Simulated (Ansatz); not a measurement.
# Zn (Fm-3m) in Ansatz: further runs

One crystal, Zn, is run at these levels: PBE, B3LYP5+D3(BJ), BLYP; tasks: density of states, electric field gradients, phonons.

All numbers are computed with Ansatz 0.2.0; they aren't measurements. Logs are shortened: lines on timing, memory, paths and dates and some standing lists are left out, and cuts for length are marked.

**1. Starting point**

The structure is cubic, space group Fm-3m (No. 225). Conventional cell: a = 3.930 Å, b = 3.930 Å, c = 3.930 Å, α = 90.00°, β = 90.00°, γ = 90.00°. Around Zn (site symmetry m-3m) lie 12 Zn at 2.78 Å.

This isn't the form of Zn at room conditions, which is hcp.

**2. Density of states, PBE**

File run.py:

```python
import json

import ase.io
import numpy as np
import spglib

import ansatz as az

atoms = ase.io.read("Zn.cif")
cell, frac, numbers = spglib.find_primitive((atoms.cell[:], atoms.get_scaled_positions(), atoms.numbers), symprec=1e-5)
atoms = ase.Atoms(numbers, cell=cell, scaled_positions=frac, pbc=True)

calculation = (
    az.Crystal.from_ase(atoms)
    .calculation()
    .kpoints(10, 10, 10)
    .functional("pbe")
    .pseudopotentials(kind="paw", source="jth")
    .scf(extra_bands=6)
    .occupations(method="fermi_dirac", width=0.1)
    .density_of_states(energy_step=0.05, projected=False, nscf_kmesh=(15, 15, 15))
    .forces()
    .stress()
    .band_table(publish=True)
)
outcome = calculation.run(threads=2, events_out="events.jsonl")

report = outcome.report
for line in open("events.jsonl"):
    event = json.loads(line)
    if event["event"] == "scf_iter":
        d = event["data"]
        print(f"SCF {d['iter']:3d}  HF = {d['harris_foulkes_ev']:.6f} eV  dr2 = {d['dr2_ev']:.2e} eV")
    elif event["event"] in ("relax_step", "md_step"):
        d = event["data"]
        print(f"{event['event']} {d['step']:3d}  E = {d['lagrangian_ev']:.6f} eV")
np.set_printoptions(precision=5, suppress=True, linewidth=110)
print("converged:", report["converged"], "after", report["n_iterations"], "iterations")
print(f"free energy {report['free_energy_ev']:.6f} eV, Fermi level {report['fermi_energy_ev']:.4f} eV")
for key in ("band_edges_ev", "magnetization_mub", "site_moments_mub", "site_moments_nc_mub", "forces_ev_ang",
                "stress_gpa"):
    if report.get(key) is not None:
        print(key, np.array(report[key]), sep="\n")
```

File Zn.cif:

```cif
data_Zn
_cell_length_a 3.92955200
_cell_length_b 3.92955200
_cell_length_c 3.92955200
_cell_angle_alpha 90.00000000
_cell_angle_beta 90.00000000
_cell_angle_gamma 90.00000000
_space_group_name_H-M_alt 'Fm-3m'
_space_group_name_Hall '-F 4 2 3'
_space_group_IT_number 225
loop_
_space_group_symop_operation_xyz
'x,y,z'
'-x,-y,-z'
'-y,x,z'
'y,-x,-z'
'-x,-y,z'
'x,y,-z'
'y,-x,z'
'-y,x,-z'
'x,-y,-z'
'-x,y,z'
'-y,-x,-z'
'y,x,z'
'-x,y,-z'
'x,-y,z'
'y,x,-z'
'-y,-x,z'
'z,x,y'
'-z,-x,-y'
'z,-y,x'
'-z,y,-x'
'z,-x,-y'
'-z,x,y'
'z,y,-x'
'-z,-y,x'
'-z,x,-y'
'z,-x,y'
'-z,-y,-x'
'z,y,x'
'-z,-x,y'
'z,x,-y'
'-z,y,x'
'z,-y,-x'
'y,z,x'
'-y,-z,-x'
'x,z,-y'
'-x,-z,y'
'-y,z,-x'
'y,-z,x'
'-x,z,y'
'x,-z,-y'
'-y,-z,x'
'y,z,-x'
'-x,-z,-y'
'x,z,y'
'y,-z,-x'
'-y,z,x'
'x,-z,y'
'-x,z,-y'
'x,y+1/2,z+1/2'
'-x,-y+1/2,-z+1/2'
'-y,x+1/2,z+1/2'
[... 62 lines left out ...]
'-z+1/2,-x,-y+1/2'
'z+1/2,-y,x+1/2'
'-z+1/2,y,-x+1/2'
'z+1/2,-x,-y+1/2'
'-z+1/2,x,y+1/2'
'z+1/2,y,-x+1/2'
'-z+1/2,-y,x+1/2'
'-z+1/2,x,-y+1/2'
'z+1/2,-x,y+1/2'
'-z+1/2,-y,-x+1/2'
'z+1/2,y,x+1/2'
'-z+1/2,-x,y+1/2'
'z+1/2,x,-y+1/2'
'-z+1/2,y,x+1/2'
'z+1/2,-y,-x+1/2'
'y+1/2,z,x+1/2'
'-y+1/2,-z,-x+1/2'
'x+1/2,z,-y+1/2'
'-x+1/2,-z,y+1/2'
'-y+1/2,z,-x+1/2'
'y+1/2,-z,x+1/2'
'-x+1/2,z,y+1/2'
'x+1/2,-z,-y+1/2'
'-y+1/2,-z,x+1/2'
'y+1/2,z,-x+1/2'
'-x+1/2,-z,-y+1/2'
'x+1/2,z,y+1/2'
'y+1/2,-z,-x+1/2'
'-y+1/2,z,x+1/2'
'x+1/2,-z,y+1/2'
'-x+1/2,z,-y+1/2'
'x+1/2,y+1/2,z'
'-x+1/2,-y+1/2,-z'
'-y+1/2,x+1/2,z'
'y+1/2,-x+1/2,-z'
'-x+1/2,-y+1/2,z'
'x+1/2,y+1/2,-z'
'y+1/2,-x+1/2,z'
'-y+1/2,x+1/2,-z'
'x+1/2,-y+1/2,-z'
'-x+1/2,y+1/2,z'
'-y+1/2,-x+1/2,-z'
'y+1/2,x+1/2,z'
'-x+1/2,y+1/2,-z'
'x+1/2,-y+1/2,z'
'y+1/2,x+1/2,-z'
'-y+1/2,-x+1/2,z'
'z+1/2,x+1/2,y'
'-z+1/2,-x+1/2,-y'
'z+1/2,-y+1/2,x'
'-z+1/2,y+1/2,-x'
'z+1/2,-x+1/2,-y'
'-z+1/2,x+1/2,y'
'z+1/2,y+1/2,-x'
'-z+1/2,-y+1/2,x'
'-z+1/2,x+1/2,-y'
'z+1/2,-x+1/2,y'
'-z+1/2,-y+1/2,-x'
'z+1/2,y+1/2,x'
'-z+1/2,-x+1/2,y'
'z+1/2,x+1/2,-y'
'-z+1/2,y+1/2,x'
'z+1/2,-y+1/2,-x'
'y+1/2,z+1/2,x'
'-y+1/2,-z+1/2,-x'
'x+1/2,z+1/2,-y'
'-x+1/2,-z+1/2,y'
'-y+1/2,z+1/2,-x'
'y+1/2,-z+1/2,x'
'-x+1/2,z+1/2,y'
'x+1/2,-z+1/2,-y'
'-y+1/2,-z+1/2,x'
'y+1/2,z+1/2,-x'
'-x+1/2,-z+1/2,-y'
'x+1/2,z+1/2,y'
'y+1/2,-z+1/2,-x'
'-y+1/2,z+1/2,x'
'x+1/2,-z+1/2,y'
'-x+1/2,z+1/2,-y'
loop_
_atom_site_label
_atom_site_type_symbol
_atom_site_symmetry_multiplicity
_atom_site_Wyckoff_symbol
_atom_site_fract_x
_atom_site_fract_y
_atom_site_fract_z
_atom_site_occupancy
Zn1 Zn 4 a 0.0000000000 0.0000000000 0.0000000000 1
```

Potentials or basis: JTH PAW.

On the command line:

```
> python run.py
```

The program printed:

```text
DeckWarning: basis.ecutwfc = 1080 eV, auto-derived from the records' recommended cutoffs: set by Zn (normal level)
DeckWarning: pseudopotentials/Zn.paw.azcp: the checks of this Zn dataset prove no rule for summing its radial tables, as where they were carried onto another mesh than they were made on, and Gregory's rule is taken, under which a leading mesh point left out moves its sums only by what lay on the interval it spanned. That does not make them correct, and they differ from Quantum ESPRESSO's on this file; a re-export a fr [...]
PlacementWarning: RAYON_NUM_THREADS=2 ignored (pool sized by the plan → 2); use plan(threads=…)
SCF   1  HF = -3317.599957 eV  dr2 = 3.19e-01 eV
SCF   2  HF = -3317.539092 eV  dr2 = 3.03e-02 eV
SCF   3  HF = -3317.502336 eV  dr2 = 9.81e-03 eV
SCF   4  HF = -3317.500001 eV  dr2 = 1.46e-04 eV
SCF   5  HF = -3317.500097 eV  dr2 = 1.20e-06 eV
SCF   6  HF = -3317.500112 eV  dr2 = 4.68e-08 eV
SCF   7  HF = -3317.500112 eV  dr2 = 6.32e-10 eV
converged: True after 7 iterations
free energy -3317.500112 eV, Fermi level 12.8309 eV
magnetization_mub
0.0
forces_ev_ang
[[-0.  0.  0.]]
stress_gpa
[[-0.27397  0.       0.     ]
 [-0.      -0.27397 -0.     ]
 [ 0.       0.      -0.27397]]
```

dos.tsv:

```text
# E-E_F[eV]	g_bin_mean(E)[states/eV]	N(E)
# format = ansatz-dos/2
# fermi_ev = 12.639045
# fermi_mp_grid = 15 15 15
# fermi_mp_shift = 0 0 0
# nscf_kmesh_grid = 15 15 15
# nscf_kmesh_shift = 0 0 0
# tetrahedron_fermi_ev = 12.674631
# g_bin_mean(E): the states in a bin one row spacing wide, centred on E, divided by that spacing. States that the method places at a single energy (under output.dos.method: tetrahedron, those of a tetrahedron whose four corners have one energy) are counted whole in the row whose bin holds that energy (on the edge of two bins, in the lower row). The sum of g_bin_mean over a run of rows, times the row spacing, is the number of states from half a spacing under the first of them to half a spacing over the last (a plain sum, not the trapezoid rule).
-10.821758	0.000000e0	0.000000e0
-10.771758	0.000000e0	0.000000e0
-10.721758	0.000000e0	0.000000e0
-10.671758	0.000000e0	0.000000e0
-10.621758	0.000000e0	0.000000e0
-10.571758	0.000000e0	0.000000e0
[... 921 lines left out ...]
35.528242	0.000000e0	2.400000e1
35.578242	0.000000e0	2.400000e1
```

engine_input.yaml:

```text
crystal:
  lattice:
    - [0.0, 1.9647759999999999, 1.9647759999999999]
    - [1.9647759999999999, 0.0, 1.9647759999999999]
    - [1.9647759999999999, 1.9647759999999999, 0.0]
  atoms:
    - { symbol: Zn, position: [0.0, 0.0, 0.0] }
kpoints:
  mp_grid:
    grid: [10, 10, 10]
hamiltonian:
  xc: pbe
  pseudopotentials:
    kind: paw
    source: jth
scf:
  n_extra_bands: 6
  occupations:
    method: fermi_dirac
    width: 0.1
output:
  dos:
    de: 0.05
    projected: false
    nscf_kmesh:
      grid: [15, 15, 15]
  forces: true
  stress: true
  eigenvalues: true
```

It took 4.6 s on 2 threads of Intel Xeon Platinum 8259CL at 2.50GHz (Skylake/Cascade Lake), shared host; peak memory 0.47 GiB.

Results:

| Item | Value |
| --- | --- |
| Free energy | -3317.5001 eV |
| Pressure | -0.3 GPa |
| Band gap on the k mesh | none (metal or under the smearing width) |
| Density of states at the Fermi level | 0.33 states/eV per cell |

Levels at points of the mesh, in eV from the Fermi level:
| k point | band 2 | band 3 | band 4 | band 5 | band 6 | band 7 | band 8 | band 9 | band 10 | band 11 |
| --- | --- | --- | --- | --- | --- | --- | --- | --- | --- | --- |
| (0.00, 0.00, 0.00) | -7.76 | -7.76 | -7.76 | -7.37 | -7.37 | 18.02 | 18.02 | 18.02 | 18.40 | 20.64 |
| (0.00, 0.00, -0.50) | -7.76 | -7.76 | -7.09 | -7.09 | -3.06 | -1.53 | 15.01 | 15.01 | 17.03 | 18.62 |
| (0.00, -0.50, -0.50) | -8.37 | -7.10 | -7.02 | -7.02 | -1.16 | 1.57 | 8.23 | 8.23 | 11.86 | 13.04 |

States per cell in windows of 0.5 eV (zero at the Fermi level; states under -8 eV left out):
```
from (eV)  total
     -8.0   3.37
     -7.5   3.98
     -7.0   1.20
     -6.5   0.12
     -6.0   0.11
     -5.5   0.11
     -5.0   0.11
     -4.5   0.12
     -4.0   0.12
     -3.5   0.13
     -3.0   0.14
     -2.5   0.13
     -2.0   0.13
     -1.5   0.13
     -1.0   0.16
     -0.5   0.16
      0.0   0.15
      0.5   0.13
      1.0   0.15
      1.5   0.15
      2.0   0.17
      2.5   0.16
      3.0   0.18
      3.5   0.19
      4.0   0.19
      4.5   0.19
      5.0   0.20
      5.5   0.20
      6.0   0.21
      6.5   0.21
      7.0   0.22
      7.5   0.24
```

**3. Density of states, PBE**

File input.yaml:

```yaml
crystal:
  lattice:
    - [0.0, 1.964776, 1.964776]
    - [1.964776, 0.0, 1.964776]
    - [1.964776, 1.964776, 0.0]
  atoms:
    - { symbol: Zn, position: [0.0, 0.0, 0.0] }
hamiltonian:
  xc: pbe
  pseudopotentials: { kind: paw, source: jth }
kpoints:
  mp_grid: { grid: [10, 10, 10] }
scf:
  occupations: { method: fermi_dirac, width: 0.1 }
  n_extra_bands: 6
output:
  forces: true
  stress: true
  eigenvalues: true
  dos: { projected: false, de: 0.05, nscf_kmesh: { grid: [15, 15, 15] } }
```

Potentials or basis: JTH PAW.

On the command line:

```
> ansatz run input.yaml --threads 2 --pin off --max-ram 5120MiB --backend cpu --events-out ev --progress --plain --runs-dir out
```

The program printed:

```text
Warning: the checks of this Zn dataset prove no rule for summing its radial tables, as where they were carried onto another mesh than they were made on, and Gregory's rule is taken, under which a leading mesh point left out moves its sums only by what lay on the interval it spanned. That does not make them correct, and they differ from Quantum ESPRESSO's on this file; a re-export a fraction of a mesh step off can move them. hamiltonian.pseudopotentials.radial_quadrature: simpson_from_first_knot sums it by `pw.x`'s rule; on a PAW file no value gives `pw.x`'s numbers. What more to know: hamiltonian.pseudopotentials.radial_quadrature, in the input reference
Warning: RAYON_NUM_THREADS=2 ignored (pool sized by the plan → 2); use --threads N
scf.n_extra_bands = 6 over 6 filled bands (N_el = 12.0): the run solves 12 bands
Engine: ansatz 0.2.0, x86_64-unknown-linux-gnu
Pseudopotentials: kind: paw
Pseudopotential: Zn, paw, valence charge 12, recommended cutoff 1080 eV (normal), Zn.paw.azcp
Functional definition: PBE
  parameter kappa = 0.804
  parameter beta = 0.06672455060314922
  exchange = pbe_x(kappa = kappa, mu = beta*pi^2/3)
  correlation = pbe_c(beta = beta)
Crystal: 1 atoms, lattice volume = 15.169 Å³
Basis set: ecut = 1080 eV, 1243 PW (Γ), exchange–correlation on 80×80×80 points (8 copies of the dense FFT grid, shifted against one another)
Bands: 12, of which v1, the nominal top of the filled ones, is band 6 counted from 1 (5 counted from 0)
Symmetry: 48 space group operations
Space group: Fm-3m (ITA 225), of the structure as read, at distance tolerance 2.5e-5 Å
k-points: 47 of 1000
Non-local potential: Zn, projectors of the file, l = 0: 2, l = 1: 2, l = 2: 2
PAW form: soft (Blöchl's): semilocal exchange-correlation on the pseudo side does not see the compensation charge
PAW one-centre angular grid: Zn, 590 points (default); XC on 64 Gauss nodes
Initial density: superposition of atomic densities (chi_scale 0.1, normalization cell)
Initial wavefunctions: pseudopotential atomic-orbital guess
Functional: x = pbe(κ = 0.804, μ = 0.2195149727645171), c = pbe(β = 0.06672455060314922)
SCF iter   1: F=—  HF=-3317.599957 eV  |F-HF|=—  |Δ(HF+E_count)|=         —  Δρ=4.59e-2  dr2=3.19e-1  ethr=3.10e-3  ⟨swp⟩=9.5  Hψ=5266  notcnv=0  defer=6
preconditioner: auto → none  [metal: Δε(μ)=0.193 eV  Ē_g=20.537 eV  σ=0.100 eV  W_gap=0.40  n_scr=0 (ndim 8)  ℏωp=33.0 eV  f_vac=0.000  D(μ)=0.42/eV (n_scr^D=0)]
SCF iter   2: F=—  HF=-3317.539092 eV  |F-HF|=—  |Δ(HF+E_count)|=   6.09e-2  Δρ=2.21e-2  dr2=3.03e-2  ethr=2.66e-3  ⟨swp⟩=3.5  Hψ=1583  notcnv=0  defer=62
SCF iter   3: F=—  HF=-3317.502336 eV  |F-HF|=—  |Δ(HF+E_count)|=   3.68e-2  Δρ=8.21e-3  dr2=9.81e-3  ethr=2.53e-4  ⟨swp⟩=3.2  Hψ=1557  notcnv=0  defer=62
SCF iter   4: F=—  HF=-3317.500000 eV  |F-HF|=—  |Δ(HF+E_count)|=   2.34e-3  Δρ=9.93e-4  dr2=1.46e-4  ethr=8.18e-5  ⟨swp⟩=2.4  Hψ=591  notcnv=0  defer=62
SCF iter   5: F=—  HF=-3317.500097 eV  |F-HF|=—  |Δ(HF+E_count)|=   9.65e-5  Δρ=2.11e-4  dr2=1.20e-6  ethr=1.22e-6  ⟨swp⟩=3.2  Hψ=885  notcnv=0  defer=62
SCF iter   6: F=—  HF=-3317.500112 eV  |F-HF|=—  |Δ(HF+E_count)|=   1.48e-5  Δρ=3.66e-5  dr2=4.68e-8  ethr=8.33e-10  ⟨swp⟩=17.7  Hψ=6056  notcnv=0
SCF iter   7: F=-3317.500112 eV  HF=-3317.500112 eV  |F-HF|=1.32e-9  |Δ(HF+E_count)|=   1.76e-7  Δρ=4.06e-6  dr2=6.33e-10  ethr=3.90e-10  ⟨swp⟩=5.7  Hψ=3135  notcnv=0
SCF 1 converged in 7 iterations: F = -3317.500112 eV  dr2 = 6.33e-10
NSCF: frozen V_eff on 120 k-points
SCF converged after 7 iterations
Free energy (F): -3317.500112 eV
Harris-Foulkes:  -3317.500112 eV  (|F-HF|=1.32e-9)
Internal energy: -3317.486820 eV  (E = F + TS)
E sigma→0 (E₀):  -3317.493466 eV
Entropy (-TS):   -0.013292 eV (-13.292 meV/atom)
Fermi energy:    12.830901 eV
--- Per-component energies (eV) ---
  E_band       = 69.309197
  E_kinetic    = 177.559168
  E_local      = -1486.822887  (includes V_loc(G=0)·N_el)
  E_nonlocal   = 501.884262
  E_hartree    = 376.941301
  E_xc         = -48.055260
  E_vxc        = -58.538254  (∫ρ·V_xc dr)
  E_paw        = -1629.321813  (= ΣΔE_a)
  E_vpaw       = 181.344188  (= ΣTr[D̂ρ^β])
  E_aug_tail   = 0.000138  (compensation charges beyond the density's cutoff)
  E_ewald      = -1209.671730
  E_smearing   = -0.013292  (= −TS)
  E_closure    = -0.000000  (closes the sum)
  Σ components = -3317.500112   (vs F -3317.500112, Δ=0.00e0)
--- Forces (eV/Å), atoms counted from 1 ---
  atom   1  Zn     0.00000000     0.00000000     0.00000000
  max |Σ_I F_I| component: 5.14e-33 eV/Å
--- Stress (GPa, compression-positive) ---
       -0.273974       0.000000      -0.000000
        0.000000      -0.273974      -0.000000
       -0.000000       0.000000      -0.273974
  P = ⅓ Tr σ = -0.2740 GPa (-2.740 kbar)
--- Band table (eV; the first three rows and the last of 47) ---
  k-point 0: bands = ["2.3173", "5.0759", "5.0759", "5.0759", "5.4561", "5.4561", "30.8467", "30.8467", "30.8467", "31.2357", "33.4756", "33.4756"]
  k-point 1: bands = ["2.6170", "5.0536", "5.1081", "5.1081", "5.4481", "5.4481", "26.9567", "30.0530", "30.0530", "31.0337", "34.7615", "34.7615"]
  k-point 2: bands = ["3.4496", "5.0680", "5.1562", "5.1562", "5.4656", "5.4656", "22.2041", "29.0121", "29.0121", "30.7623", "35.4284", "35.4284"]
  k-point 46: bands = ["4.6896", "4.7958", "5.1844", "5.5122", "5.8129", "13.8539", "15.4221", "16.1398", "17.2380", "32.0047", "32.7733", "37.3536"]
```

It took 2.5 s on 2 threads of Intel Xeon Platinum 8259CL at 2.50GHz (Skylake/Cascade Lake), shared host; peak memory 0.38 GiB.

Results:

* Free energy: -3317.5001 eV
* Pressure: -0.3 GPa
* Band gap on the k mesh: none (metal or under the smearing width)
* Density of states at the Fermi level: 0.33 states/eV per cell

Levels at points of the mesh, in eV from the Fermi level:
```
             k point  band 4  band 5  band 6  band 7  band 8  band 9
  (0.00, 0.00, 0.00)   -7.76   -7.37   -7.37   18.02   18.02   18.02
 (0.00, 0.00, -0.50)   -7.09   -7.09   -3.06   -1.53   15.01   15.01
(0.00, -0.50, -0.50)   -7.02   -7.02   -1.16    1.57    8.23    8.23
```

States per cell in windows of 0.5 eV (zero at the Fermi level; states under -8 eV left out):
```
from (eV)  total
     -8.0   3.37
     -7.5   3.98
     -7.0   1.20
     -6.5   0.12
     -6.0   0.11
     -5.5   0.11
     -5.0   0.11
     -4.5   0.12
     -4.0   0.12
     -3.5   0.13
     -3.0   0.14
     -2.5   0.13
     -2.0   0.13
     -1.5   0.13
     -1.0   0.16
     -0.5   0.16
      0.0   0.15
      0.5   0.13
      1.0   0.15
      1.5   0.15
      2.0   0.17
      2.5   0.16
      3.0   0.18
      3.5   0.19
      4.0   0.19
      4.5   0.19
      5.0   0.20
      5.5   0.20
      6.0   0.21
      6.5   0.21
      7.0   0.22
      7.5   0.24
```

(Part 1 of 2 ends here.)
